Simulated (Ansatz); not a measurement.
CaO in the rocksalt structure

**What was measured.** From a printed reference work, textbook, for a bulk crystal of CaO: lattice constant a 4.8105 Å.

The results are compared with them further down.

The computed numbers are results of r²SCAN, scalar-relativistic (no spin polarisation) in the plane-wave PAW code Ansatz at 500 eV, Γ-centred 8×8×8 mesh, 0.05 eV Gaussian smearing. The datasets are Ansatz's generated set soft_2.

```
Ca O
1.0
     0.00000    2.39742    2.39742
     2.39742    0.00000    2.39742
     2.39742    2.39742    0.00000
Ca O
1 1
Direct
  0.50000 0.50000 0.50000
  0.00000 0.00000 0.00000
```

The compound is reported in the structure type of the start.

The cell above was scaled in volume, its shape and atoms being fixed by the lattice's symmetry. Energies are counted from the cell above.

Cell and atoms are those of this level's equilibrium.

| V (Å³/atom) | ΔE (meV/atom) | P from the stress (GPa) |
| --- | --- | --- |
| 13.228 | 8.66 | 5.22 |
| 13.504 | 2.09 | 2.47 |
| 13.780 | 0.00 | 0.00 |
| 14.055 | 1.94 | -2.22 |
| 14.331 | 7.51 | -4.21 |
| 14.744 | 21.84 | -6.83 |

Question: Do the energies and the pressures agree? Compare −ΔE/ΔV between neighbouring points (1 meV/Å³ = 0.1602 GPa) with the mean of their pressures.

Answer: 
```csv
interval (Å³/atom),−ΔE/ΔV (GPa),mean P (GPa)
13.23 to 13.50,3.8,3.8
13.50 to 13.78,1.2,1.2
13.78 to 14.06,-1.1,-1.1
14.06 to 14.33,-3.2,-3.2
14.33 to 14.74,-5.6,-5.5
```
They differ by 0.03 GPa at most.

Question: What do the two routes give for V0, B0 and B0′?

Answer: A third-order Birch–Murnaghan fit of the energies: V0 = 13.78 Å³/atom, B0 = 117 GPa, B0′ = 4.4. A polynomial of P in ln V, with B = −dP/d ln V at P = 0: V0 = 13.78 Å³/atom, B0 = 117 GPa, B0′ = 4.4.

B0·V0 = 117.0 GPa × 13.78 Å³ = 10.06 eV/atom sets the scale: near the minimum ΔE ≈ ½ B0 V0 x², with x = V/V0 − 1, and a pressure of 1.2 GPa squeezes the volume by about 1 %. At the ends of the curve: x = −4.0 % predicts 8.0 meV/atom and the run gives 8.7; x = +7.0 % predicts 24.7 meV/atom and the run gives 21.8. Compression costs more and expansion less than the parabola says, since the crystal stiffens as it shrinks; B0′ measures that.

**Against experiment.** Measured lattice constant a of CaO: 4.8105 Å (a printed reference work, textbook). This calculation gives 4.795 Å (-0.3 %). The calculation is for a static lattice, without zero-point motion or thermal expansion.

